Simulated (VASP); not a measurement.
# Al (Fm-3m) in VASP: notebook

Runs on Al. Level: PBE. Tasks: single point.

Program: VASP 6.6.1. These are calculated values, not measurements. Logs are shortened: lines on timing, memory, paths and dates and some standing lists are left out, and cuts for length are marked.

### Step 1. The undisturbed crystal

The structure is cubic, space group Fm-3m (No. 225). Conventional cell: a = 4.050 Å, b = 4.050 Å, c = 4.050 Å, α = 90.00°, β = 90.00°, γ = 90.00°. Al (site symmetry m-3m) has 12 Al at 2.86 Å as nearest neighbours.

### Step 2. Single point, PBE (grid = ENCUT=280 dk=0.35 cell=2x2x2 ISMEAR=1 SIGMA=0.1 LREAL=Auto EDIFF=1e-06)

INCAR reads:

```
SYSTEM = Al
PREC = Accurate
ENCUT = 280
EDIFF = 1E-6
ISMEAR = 1
SIGMA = 0.1
LREAL = Auto
LASPH = .True.
NELM = 120
ALGO = Fast
ISIF = 2
LWAVE = .False.
LCHARG = .False.
GGA = PE
NBANDS = 20
```

KPOINTS reads:

```
regular mesh
0
Gamma
  4 4 4
  0 0 0
```

POSCAR reads:

```
Al
1.0
    0.0000000000      4.0496100000      4.0496100000
    4.0496100000      0.0000000000      4.0496100000
    4.0496100000      4.0496100000      0.0000000000
Al
8
Direct
    0.0000000000      0.0000000000      0.0000000000
    0.0000000000      0.0000000000      0.5000000000
    0.0000000000      0.5000000000      0.0000000000
    0.0000000000      0.5000000000      0.5000000000
    0.5000000000      0.0000000000      0.0000000000
    0.5000000000      0.0000000000      0.5000000000
    0.5000000000      0.5000000000      0.0000000000
    0.5000000000      0.5000000000      0.5000000000
```

Potentials or basis: VASP PAW PBE potentials, release 64 (Al).

Run with:

```
cat potpaw_PBE.64/Al/POTCAR > POTCAR
mpirun -np 1 vasp_std > vasp.out
```

OUTCAR:

```text
SYSTEM = Al
   PREC = Accurate
   ENCUT = 280
   EDIFF = 1E-6
   ISMEAR = 1
   LREAL = Auto
   LASPH = .True.
   NELM = 120
   ISIF = 2
   GGA = PE

 Found      8 irreducible k-points:

 Following reciprocal coordinates:
            Coordinates               Weight
  0.000000  0.000000  0.000000      1.000000
  0.250000  0.000000  0.000000      8.000000
  0.500000  0.000000  0.000000      4.000000
  0.250000  0.250000  0.000000      6.000000
  0.500000  0.250000  0.000000     24.000000
 -0.250000  0.250000  0.000000     12.000000
   k-points           NKPTS =      8   k-points in BZ     NKDIM =      8   number of bands    NBANDS=     20
   number of dos      NEDOS =    301   number of ions     NIONS =      8
   total plane-waves  NPLWV =  32768
   dimension x,y,z NGX =    32 NGY =   32 NGZ =   32
   dimension x,y,z NGXF=    64 NGYF=   64 NGZF=   64
   ions per type =               8
   NGX,Y,Z   is equivalent  to a cutoff of   9.29,  9.29,  9.29 a.u.
   NGXF,Y,Z  is equivalent  to a cutoff of  18.58, 18.58, 18.58 a.u.
 SYSTEM =  Al
   PREC   = accura    normal or accurate (medium, high low for compatibility)
   ISTART =      0    job   : 0-new  1-cont  2-samecut
   ICHARG =      2    charge: 1-file 2-atom 10-const
   ISPIN  =      1    spin polarized calculation?
   LNONCOLLINEAR =      F non collinear calculations
   LSORBIT =      F    spin-orbit coupling
   LASPH  =      T    aspherical Exc in radial PAW
   ENCUT  =  280.0 eV  20.58 Ry    4.54 a.u.   7.81  7.81  7.81*2*pi/ulx,y,z
   NELM   =    120;   NELMIN=  2; NELMDL= -5     # of ELM steps
   EDIFF  = 0.1E-05   stopping-criterion for ELM
   LREAL  =      T    real-space projection
   EDIFFG = 0.1E-04   stopping-criterion for IOM
   NSW    =      0    number of steps for IOM
[... 5 lines left out ...]
   TEBEG  =    0.0;   TEEND  =   0.0 temperature during run
   PSTRESS=    0.0 pullay stress
   NELECT =      24.0000    total number of electrons
   NUPDOWN=      -1.0000    fix difference up-down
   EMIN   =  10.00;   EMAX   =-10.00  energy-range for DOS
   EFERMI =   0.00;   METHOD = LEGACY
   ISMEAR =     1;   SIGMA  =   0.10  broadening in eV -4-tet -1-fermi 0-gaus
   EFERMI_NEDOS =   21; number of points for ismear=-14 and -15
   IALGO  =     68    algorithm
   IMIX   =      4    mixing-type and parameters
     AMIX     =   0.40;   BMIX     =  1.00
     AMIX_MAG =   1.60;   BMIX_MAG =  1.00
  volume/ion in A,a.u.               =      16.60       112.04
  Fermi-wavevector in a.u.,A,eV,Ry     =   0.925526  1.748991 11.654733  0.856599
  Thomas-Fermi vector in A             =   2.051390
   LORBIT       =      0    0 simple, 1 ext, 2 COOP (PROOUT), +10 PAW based schemes
   GGA     = PE    functional components
   LHFCALC =     F    Hartree Fock is set to
   AEXX    =    0.0000 exact exchange contribution
   IVDW    =     0    specifies the selected vdW correction
   LEPSILON=     F    determine dielectric tensor
   LRPA    =     F    only Hartree local field effects (RPA)
 non-spin polarized calculation
 RMM-DIIS sequential band-by-band and
 Methfessel and Paxton  Order N= 1 SIGMA  =   0.10
  energy-cutoff  :      280.00
  volume of cell :      132.82
 maximum number of plane-waves:      1428
   NGX = 15   NGY = 15   NGZ = 15

 number of electron      23.9999998 magnetization

 Free energy of the ion-electron system (eV)
  ---------------------------------------------------
  ext. energy  EPLUGINS =         0.00000000
  ---------------------------------------------------
  free energy    TOTEN  =       -29.87654612 eV

  energy without entropy =      -29.86784563  energy(sigma->0) =      -29.87364596

 E-fermi :   8.0310     XC(G=0): -10.1727

 val. band max:        7.6225029188   @ k =  -0.2500   0.5000   0.2500
 cond. band min:       8.0777911864   @ k =   0.5000   0.2500   0.0000
 fundamental gap:      0.4552882676
 Fermi energy:         8.0309528455

 k-point     1 :       0.0000    0.0000    0.0000
  band No.  band energies     occupation
      1      -3.1535      2.00000
      2       3.3704      2.00000
      3       3.3704      2.00000
      4       3.3704      2.00000
      5       3.3704      2.00000
      6       3.5699      2.00000
[... 12 lines left out ...]
     19      13.5051      0.00000
     20      13.5051      0.00000

 k-point     2 :       0.2500    0.0000    0.0000
  band No.  band energies     occupation
      1      -2.7309      2.00000
      2       0.6062      2.00000
      3       2.7862      2.00000
      4       2.7862      2.00000
      5       2.7862      2.00000
      6       3.8272      2.00000
[... 12 lines left out ...]
     19      13.8675      0.00000
     20      13.8675      0.00000

 k-point     3 :       0.5000    0.0000    0.0000
  band No.  band energies     occupation
      1      -1.4704      2.00000
      2      -1.4704      2.00000
      3       2.9160      2.00000
      4       2.9160      2.00000
      5       2.9160      2.00000
      6       2.9160      2.00000
[... 12 lines left out ...]
     19      11.5864      0.00000
     20      11.5864      0.00000

 k-point     4 :       0.2500    0.2500    0.0000
  band No.  band energies     occupation
      1      -2.5903      2.00000
      2       1.8311      2.00000
      3       1.8379      2.00000
      4       1.8379      2.00000
      5       1.8379      2.00000
      6       1.8379      2.00000
[... 12 lines left out ...]
     19      11.1969      0.00000
     20      13.7819      0.00000

 k-point     5 :       0.5000    0.2500    0.0000
  band No.  band energies     occupation
      1      -1.6099      2.00000
      2      -0.4976      2.00000
      3       0.6047      2.00000
      4       1.7003      2.00000
      5       1.7003      2.00000
      6       3.8620      2.00000
[... 12 lines left out ...]
     19      11.5462      0.00000
     20      11.5462      0.00000

 k-point     6 :      -0.2500    0.2500    0.0000
  band No.  band energies     occupation
      1      -2.0294      2.00000
      2       0.1930      2.00000
      3       0.1930      2.00000
      4       2.3744      2.00000
      5       2.3744      2.00000
      6       4.4136      2.00000
[... 12 lines left out ...]
     19      11.8076      0.00000
     20      11.8076      0.00000

 [... further k-points ...]

------------------------ aborting loop because EDIFF is reached ----------------------------------------

  FORCE on cell =-STRESS in cart. coord.  units (eV):
  Direction    XX          YY          ZZ          XY          YZ          ZX
  --------------------------------------------------------------------------------------
  -------------------------------------------------------------------------------------
  Total       -0.3952099     -0.3952099     -0.3952099      0.0000000     -0.0000000      0.0000000
  in kB       -4.7672596     -4.7672596     -4.7672596      0.0000000     -0.0000000      0.0000000
  external PRESSURE =      -4.7672596 kB  Pullay stress =       0.0000000 kB

 VOLUME and BASIS-vectors are now :
 -----------------------------------------------------------------------------
  energy-cutoff  :      280.00
  volume of cell :      132.82
      direct lattice vectors                 reciprocal lattice vectors
     0.000000000  4.049610000  4.049610000    -0.123468680  0.123468680  0.123468680
     4.049610000  0.000000000  4.049610000     0.123468680 -0.123468680  0.123468680
     4.049610000  4.049610000  0.000000000     0.123468680  0.123468680 -0.123468680

 POSITION                                       TOTAL-FORCE (eV/Angst)
 -----------------------------------------------------------------------------------
      0.00000      0.00000      0.00000         0.000000     -0.000000      0.000000
      2.02481      2.02481      0.00000         0.000000     -0.000000      0.000000
      2.02481      0.00000      2.02481        -0.000000      0.000000      0.000000
      4.04961      2.02481      2.02481        -0.000000     -0.000000     -0.000000
      0.00000      2.02481      2.02481        -0.000000      0.000000     -0.000000
      2.02481      4.04961      2.02481         0.000000     -0.000000     -0.000000
      2.02481      2.02481      4.04961         0.000000     -0.000000      0.000000
      4.04961      4.04961      4.04961        -0.000000      0.000000     -0.000000
 -----------------------------------------------------------------------------------
    total drift:                               -0.000000     -0.000000     -0.000000

  FREE ENERGIE OF THE ION-ELECTRON SYSTEM (eV)
  ---------------------------------------------------
  free  energy   TOTEN  =       -29.8765461221 eV

  energy  without entropy=      -29.8678456260  energy(sigma->0) =      -29.87364596
```

Run time: 15 s. Hardware: 1 thread of AMD EPYC 7R43 (Zen 3), shared host; peak memory 0.13 GiB.

The run converged, but some of its settings lie outside the range that counts as converged, so its numbers aren't taken as properties of the crystal.

Results:

| Item | Value |
| --- | --- |
| Free energy | -29.8765 eV |
| Pressure | -0.5 GPa |
| Band gap on the k mesh | none (metal or under the smearing width) |

Caveat: the cutoff is under 1.25 times the usual one of these potentials, so pressure, stress and relaxed cells hold a basis-set (Pulay) error.

### Step 3. Single point, PBE (grid = ENCUT=400 dk=0.45 cell=2x2x2 ISMEAR=1 SIGMA=0.1 LREAL=Auto EDIFF=1e-06)

Edit INCAR of step 2 so:

```diff
@@ -2,3 +2,3 @@
 PREC = Accurate
-ENCUT = 280
+ENCUT = 400
 EDIFF = 1E-6
```

KPOINTS reads:

```
regular mesh
0
Gamma
  3 3 3
  0 0 0
```

POSCAR is that of step 2.

Potentials or basis: VASP PAW PBE potentials, release 64 (Al).

Run with:

```
cat potpaw_PBE.64/Al/POTCAR > POTCAR
mpirun -np 1 vasp_std > vasp.out
```

OUTCAR:

```text
SYSTEM = Al
   PREC = Accurate
   ENCUT = 400
   EDIFF = 1E-6
   ISMEAR = 1
   LREAL = Auto
   LASPH = .True.
   NELM = 120
   ISIF = 2
   GGA = PE

 Found      4 irreducible k-points:

 Following reciprocal coordinates:
            Coordinates               Weight
  0.000000  0.000000  0.000000      1.000000
  0.333333  0.000000  0.000000      8.000000
  0.333333  0.333333  0.000000      6.000000
 -0.333333  0.333333  0.000000     12.000000
   k-points           NKPTS =      4   k-points in BZ     NKDIM =      4   number of bands    NBANDS=     20
   number of dos      NEDOS =    301   number of ions     NIONS =      8
   total plane-waves  NPLWV =  64000
   dimension x,y,z NGX =    40 NGY =   40 NGZ =   40
   dimension x,y,z NGXF=    80 NGYF=   80 NGZF=   80
   ions per type =               8
   NGX,Y,Z   is equivalent  to a cutoff of  11.61, 11.61, 11.61 a.u.
   NGXF,Y,Z  is equivalent  to a cutoff of  23.22, 23.22, 23.22 a.u.
 SYSTEM =  Al
   PREC   = accura    normal or accurate (medium, high low for compatibility)
   ISTART =      0    job   : 0-new  1-cont  2-samecut
   ICHARG =      2    charge: 1-file 2-atom 10-const
   ISPIN  =      1    spin polarized calculation?
   LNONCOLLINEAR =      F non collinear calculations
   LSORBIT =      F    spin-orbit coupling
   LASPH  =      T    aspherical Exc in radial PAW
   ENCUT  =  400.0 eV  29.40 Ry    5.42 a.u.   9.34  9.34  9.34*2*pi/ulx,y,z
   NELM   =    120;   NELMIN=  2; NELMDL= -5     # of ELM steps
   EDIFF  = 0.1E-05   stopping-criterion for ELM
   LREAL  =      T    real-space projection
   EDIFFG = 0.1E-04   stopping-criterion for IOM
   NSW    =      0    number of steps for IOM
   IBRION =     -1    ionic relax: 0-MD 1-quasi-New 2-CG
   NFREE  =      0    steps in history (QN), initial steepest desc. (CG)
   ISIF   =      2    stress and relaxation
   ISYM   =      2    0-nonsym 1-usesym 2-fastsym
   POTIM  = 0.5000    time-step for ionic-motion
   TEBEG  =    0.0;   TEEND  =   0.0 temperature during run
   PSTRESS=    0.0 pullay stress
   NELECT =      24.0000    total number of electrons
   NUPDOWN=      -1.0000    fix difference up-down
   EMIN   =  10.00;   EMAX   =-10.00  energy-range for DOS
   EFERMI =   0.00;   METHOD = LEGACY
   ISMEAR =     1;   SIGMA  =   0.10  broadening in eV -4-tet -1-fermi 0-gaus
   EFERMI_NEDOS =   21; number of points for ismear=-14 and -15
   IALGO  =     68    algorithm
   IMIX   =      4    mixing-type and parameters
     AMIX     =   0.40;   BMIX     =  1.00
     AMIX_MAG =   1.60;   BMIX_MAG =  1.00
  volume/ion in A,a.u.               =      16.60       112.04
  Fermi-wavevector in a.u.,A,eV,Ry     =   0.925526  1.748991 11.654733  0.856599
  Thomas-Fermi vector in A             =   2.051390
   LORBIT       =      0    0 simple, 1 ext, 2 COOP (PROOUT), +10 PAW based schemes
   GGA     = PE    functional components
   LHFCALC =     F    Hartree Fock is set to
   AEXX    =    0.0000 exact exchange contribution
   IVDW    =     0    specifies the selected vdW correction
   LEPSILON=     F    determine dielectric tensor
   LRPA    =     F    only Hartree local field effects (RPA)
 non-spin polarized calculation
 RMM-DIIS sequential band-by-band and
 Methfessel and Paxton  Order N= 1 SIGMA  =   0.10
  energy-cutoff  :      400.00
  volume of cell :      132.82
 maximum number of plane-waves:      2424
 NGX is ok and might be reduce to    40
   NGX = 19   NGY = 19   NGZ = 19

 number of electron      24.0000001 magnetization

 Free energy of the ion-electron system (eV)
  ---------------------------------------------------
  ext. energy  EPLUGINS =         0.00000000
  ---------------------------------------------------
  free energy    TOTEN  =       -30.48653074 eV

  energy without entropy =      -30.47786641  energy(sigma->0) =      -30.48364263

 E-fermi :   8.3125     XC(G=0): -10.1745

 val. band max:        7.2856171918   @ k =   0.3333   0.3333   0.0000
 cond. band min:       8.3196428021   @ k =  -0.3333   0.3333   0.0000
 fundamental gap:      1.0340256103
 Fermi energy:         8.3125160811

 k-point     1 :       0.0000    0.0000    0.0000
  band No.  band energies     occupation
      1      -3.1567      2.00000
      2       3.3671      2.00000
      3       3.3671      2.00000
      4       3.3671      2.00000
      5       3.3671      2.00000
      6       3.5634      2.00000
[... 81 lines left out ...]
     19      11.0858      0.00000
     20      11.0858      0.00000

------------------------ aborting loop because EDIFF is reached ----------------------------------------

  FORCE on cell =-STRESS in cart. coord.  units (eV):
  Direction    XX          YY          ZZ          XY          YZ          ZX
  --------------------------------------------------------------------------------------
  -------------------------------------------------------------------------------------
  Total        0.0245872      0.0245872      0.0245872      0.0000000      0.0000000      0.0000000
  in kB        0.2965857      0.2965857      0.2965857      0.0000000      0.0000000      0.0000000
  external PRESSURE =       0.2965857 kB  Pullay stress =       0.0000000 kB

 VOLUME and BASIS-vectors are now :
 -----------------------------------------------------------------------------
  energy-cutoff  :      400.00
  volume of cell :      132.82
      direct lattice vectors                 reciprocal lattice vectors
     0.000000000  4.049610000  4.049610000    -0.123468680  0.123468680  0.123468680
     4.049610000  0.000000000  4.049610000     0.123468680 -0.123468680  0.123468680
     4.049610000  4.049610000  0.000000000     0.123468680  0.123468680 -0.123468680

 POSITION                                       TOTAL-FORCE (eV/Angst)
 -----------------------------------------------------------------------------------
      0.00000      0.00000      0.00000        -0.000000      0.000000     -0.000000
      2.02481      2.02481      0.00000         0.000000     -0.000000     -0.000000
      2.02481      0.00000      2.02481         0.000000      0.000000     -0.000000
      4.04961      2.02481      2.02481        -0.000000      0.000000     -0.000000
      0.00000      2.02481      2.02481        -0.000000     -0.000000      0.000000
      2.02481      4.04961      2.02481         0.000000     -0.000000      0.000000
      2.02481      2.02481      4.04961        -0.000000      0.000000     -0.000000
      4.04961      4.04961      4.04961         0.000000      0.000000      0.000000
 -----------------------------------------------------------------------------------
    total drift:                               -0.000000      0.000000     -0.000000

  FREE ENERGIE OF THE ION-ELECTRON SYSTEM (eV)
  ---------------------------------------------------
  free  energy   TOTEN  =       -30.4865307409 eV

  energy  without entropy=      -30.4778664109  energy(sigma->0) =      -30.48364263
```

It took 18 s on 1 thread of AMD EPYC 7R43 (Zen 3), shared host; peak memory 0.18 GiB.

The run converged, but some of its settings lie outside the range that counts as converged, so its numbers aren't taken as properties of the crystal.

What came out:

| Property | Result |
| --- | --- |
| Free energy | -30.4865 eV |
| Pressure | 0.0 GPa |
| Band gap on the k mesh | none (metal or under the smearing width) |

Caveat: the k mesh is coarse (spacing up to 0.45 Å⁻¹), so the values aren't converged.

### Step 4. The reference run

An earlier run on the cell as given: functional PBE; potentials or basis VASP PAW PBE potentials, release 64 (Al); cutoff 520 eV; k mesh 11 × 11 × 11; occupations fermi-dirac, width 0.05 eV; no spin polarisation.

* Pressure: -0.5 GPa
* Band gap on the k mesh: none (metal or under the smearing width)
